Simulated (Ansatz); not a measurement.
The cell is KBr (rocksalt); cell and atoms were relaxed with r2SCAN. Space group Fm-3m (No. 225), cubic; a = 6.604 Å in the conventional setting, 36.01 Å³ an atom. K has 6 Br at 3.30 Å; Br has 6 K at 3.30 Å.

```xyz
2
Lattice="0.0000 3.3022 3.3022 3.3022 0.0000 3.3022 3.3022 3.3022 0.0000" Properties=species:S:1:pos:R:3 pbc="T T T"
K     0.0000    0.0000    0.0000
Br    3.3022    3.3022    3.3022
```

The questions ask for values computed with Ansatz on this geometry. Calculated for a static, non-magnetic cell.

Given (6×6×6 mesh): With PBE the gap is 4.43 eV and direct, at Γ.

Question: What does PBE+SOC give for the gap (6×6×6 mesh)?

Answer: With PBE+SOC the gap is 4.27 eV and direct, at Γ. The gap differs by -0.16 eV from PBE's.

Question: How does the gap change from PBE to r2SCAN (6×6×6)?

Answer: r2SCAN gives a direct gap of 5.07 eV at Γ. The gap differs by +0.64 eV from PBE's.

Question: Estimate the gap with PBE0 on 4×4×4.

Answer: The PBE0 gap is direct at Γ: 6.31 eV. The gap differs by +1.88 eV from PBE's.

Question: Roughly how does the cost of the PBE+SOC run (6×6×6) compare with r2SCAN's (6×6×6)?

Answer: About 1.7 times as much (7 core-seconds against 4 core-seconds, on a shared machine).

Question: What are ε∞ and the Born charges with r2SCAN?

Answer: The clamped-ion dielectric constant comes out as 2.45 in all directions. Born charges, averaged over directions: K +1.11, Br -1.11 e.

Question: How do the levels compare, in gap and in cost?

Answer: r2SCAN covers 55 % of the step from PBE to HSE06, while HSE06 needs about 8 times r2SCAN's cost (on a coarser mesh). For gaps to 0.1 eV, spin-orbit coupling (up to 0.16 eV here) has to be included. Among these functionals the gap stays direct.

Only the levels marked +SOC include spin-orbit coupling.

The meshes of the hybrids are coarse, so their gaps aren't converged to the digits shown.
